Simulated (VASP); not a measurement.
Data:

```xyz
5
Lattice="4.0144 0.0000 0.0000 0.0000 4.0144 0.0000 0.0000 0.0000 4.0144" Properties=species:S:1:pos:R:3 pbc="T T T"
Ba     0.0000     0.0000     0.0000
Sn     2.0072     2.0072     2.0072
O      2.0072     0.0000     2.0072
O      0.0000     2.0072     2.0072
O      2.0072     2.0072     0.0000
```

The numbers are results of LDA (Ceperley-Alder, Perdew-Zunger), VASP's LDA PAW potentials (set 64) (plane waves; VASP), not measurements. Numerical set-up: 520 eV cut-off, 6×6×6 Γ-centred mesh, Gaussian smearing of 0.050 eV, potentials Ba_sv Sn_d O.

**Question.** Give the stress tensor in GPa (positive for a compressed cell).

**Answer.** 
```
11.82   0.00   0.00
 0.00  11.82   0.00
 0.00   0.00  11.82
```
The pressure is its mean diagonal, 11.82 GPa.

The compound is BaSnO3 in the cubic perovskite structure. This cell is one point of a volume scan, at 0.94 of the reference volume.
